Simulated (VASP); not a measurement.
Set up this calculation in VASP 6.6.1, as the native input.

* Task: single point
* Functional: PBE
* Potentials or basis: VASP PAW PBE potentials, release 64 (Al, N)
* Cutoff: 520 eV
* k mesh: 8 × 4 × 2
* Occupations: gaussian, width 0.05 eV
* Spin: no spin polarisation
* Dipole correction: no
* Further INCAR settings: LREAL = Auto; ALGO = Fast; EDIFF = 1e-06; NBANDS = 66

The structure of AlN (an interface model) lies in POSCAR:

```
AlN
1.0
    3.1135143366      0.0000000000      0.0000000000
    0.0000000000      7.6265214316      0.0000000000
    0.0000000000      0.0000000000     10.7855300423
Al N
12 12
Direct
    0.0000000000      0.0000000000      0.0000000000
    0.0000000000      0.3333333333      0.3333333333
    0.0000000000      0.6666666667      0.1666666667
    0.0000000000      0.2500000000      0.5000000000
    0.5000000000      0.0000000000      0.2500000000
    0.5000000000      0.3333333333      0.0833333333
    0.5000000000      0.6666666667      0.4166666667
    0.0000000000      0.9166666667      0.6666666667
    0.0000000000      0.5833333333      0.8333333333
    0.5000000000      0.5833333333      0.5833333333
    0.5000000000      0.9166666667      0.9166666667
    0.5000000000      0.2500000000      0.7500000000
    0.0000000000      0.9166666667      0.1666666667
    0.0000000000      0.5833333333      0.3333333333
    0.5000000000      0.5833333333      0.0833333333
    0.5000000000      0.9166666667      0.4166666667
    0.5000000000      0.2500000000      0.2500000000
    0.0000000000      1.0000000000      0.5000000000
    0.0000000000      0.3333333333      0.8333333333
    0.0000000000      0.6666666667      0.6666666667
    0.0000000000      0.2500000000      0.0000000000
    0.5000000000      0.0000000000      0.7500000000
    0.5000000000      0.3333333333      0.5833333333
    0.5000000000      0.6666666667      0.9166666667
```

The cell isn't the ideal one: antiphase boundary on (2 1 1), species swapped.

One way to write it, as run:

INCAR

```
ALGO     = Fast           # electronic algorithm
EDIFF    = 1E-6           # SCF threshold, eV
ENCUT    = 520            # plane-wave cutoff, eV
GGA      = PE             # functional
ISIF     = 2              # what is computed and relaxed
ISMEAR   = 0              # smearing method
LASPH    = T              # aspherical terms in the spheres
LCHARG   = F              # write CHGCAR
LREAL    = Auto         
LWAVE    = F              # write WAVECAR
NBANDS   = 66             # bands
NELM     = 100            # most SCF steps
PREC     = Accurate       # precision mode
SIGMA    = 0.05           # smearing width, eV
```

KPOINTS

```
k-points
0
Gamma
  8 4 2
```

Potentials or basis: VASP PAW PBE potentials, release 64 (Al, N).

Launch:

```bash
$ cat potpaw_PBE.64/Al/POTCAR potpaw_PBE.64/N/POTCAR > POTCAR
$ mpirun -np 1 vasp_std > vasp.out
```

Results of the run:

```yaml
Pressure: 22.6 GPa
Largest_force: 13.887 eV/Å
Band_gap_on_the_k_mesh: 0.24 eV, indirect (least direct gap 0.40 eV)
```

Caveat: so large a pressure means that the cell lies far from this level's equilibrium, or that cutoff or potentials fall short.

Run time: 10 min on 1 thread of Intel(R) Xeon(R) Platinum 8488C (Sapphire Rapids) (shared host), peak memory 0.51 GiB.
